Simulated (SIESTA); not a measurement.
Bi2Te2Se:

```
CELL_PARAMETERS angstrom
2.16097 1.24764 10.58557
-2.16097 1.24764 10.58557
0.00000 -2.49527 10.58557
ATOMIC_POSITIONS crystal
Bi 0.39172 0.39172 0.39172
Bi 0.60828 0.60828 0.60828
Te 0.78040 0.78040 0.78040
Te 0.21960 0.21960 0.21960
Se 0.00000 0.00000 0.00000
```

The cell is a database's computed one.

Base run:

```yaml
Program: SIESTA 5.4.2
Functional: LDA
Potentials_or_basis: PseudoDojo 0.4 standard (LDA files)
Basis: DZP (energy shift 0.003 Ry; two zetas on semicore shells)
Grid_cutoff: 500 Ry
Energy_shift: 0.003 Ry
k_mesh: 7 × 7 × 7
Occupations: fermi-dirac, width 0.05 eV
Spin: no spin polarisation
```

Its results: band gap on the k mesh 0.40 eV, direct; pressure -1.6 GPa; largest force 0.192 eV/Å.

**Question.** The run is repeated on the same cell with these changes: functional from LDA to PBEsol; potentials or basis from PseudoDojo 0.4 standard (LDA files) to PseudoDojo 0.4 standard (PBEsol files). What comes out?

**Answer.** Band gap on the k mesh 0.43 eV, direct; pressure -0.4 GPa; largest force 0.239 eV/Å.

Caveats: spin-orbit coupling is left out, which as a rule narrows the gap of such compounds by several tenths of an eV; the basis of atomic orbitals isn't converged, which shifts pressures, moduli and gaps.

Not every run made on this cell is shown here.
